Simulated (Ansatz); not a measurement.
System: α-quartz-type GeO2 (metastable phase). Method: r²SCAN in Ansatz (PAW).

Run with plane-wave cutoff 560 eV, 12×12×6 k mesh (along the axes of the cell as run), Fermi–Dirac smearing 0.01 eV, scalar-relativistic PAW data made under PBE.

Energies at three volumes about the minimum:

```
V (Å³/atom)  E − E_lowest (meV/atom)
-----------  -----------------------
13.314                          0.70
13.585                          0.00
13.857                          0.66
```

Task: Fit a parabola by hand: where is the minimum, and what is the bulk modulus?

Result: Slopes: (0.00 − 0.70)/(13.585 − 13.314) = -2.583 and (0.66 − 0.00)/(13.857 − 13.585) = 2.426 meV/Å³. Curvature E″ = 2 × (2.426 − (-2.583))/(13.857 − 13.314) = 18.449 meV/Å⁶. From the middle of the first interval, the slope vanishes at V0 = 13.4495 − (-2.583)/18.449 = 13.590 Å³/atom. B = V0 E″ = 13.590 × 18.449 meV/Å³ × 0.1602 GPa per meV/Å³ = 40.2 GPa. The full Birch–Murnaghan fit to all volumes gives V0 = 13.585 Å³/atom and B0 = 40.1 GPa.

Shape and atoms are relaxed at each volume.

Measured, for comparison: bulk modulus 42 GPa (room temperature, no zero-point or thermal correction, from measured elastic constants; as tabulated in Sevik and Bulutay (2007), arXiv:cond-mat/0610176). Computed (rounded) less measured: bulk modulus -5 %.

Note: the bulk modulus comes from volumes at which shape and atoms were relaxed.

Ansatz is an electronic-structure program.
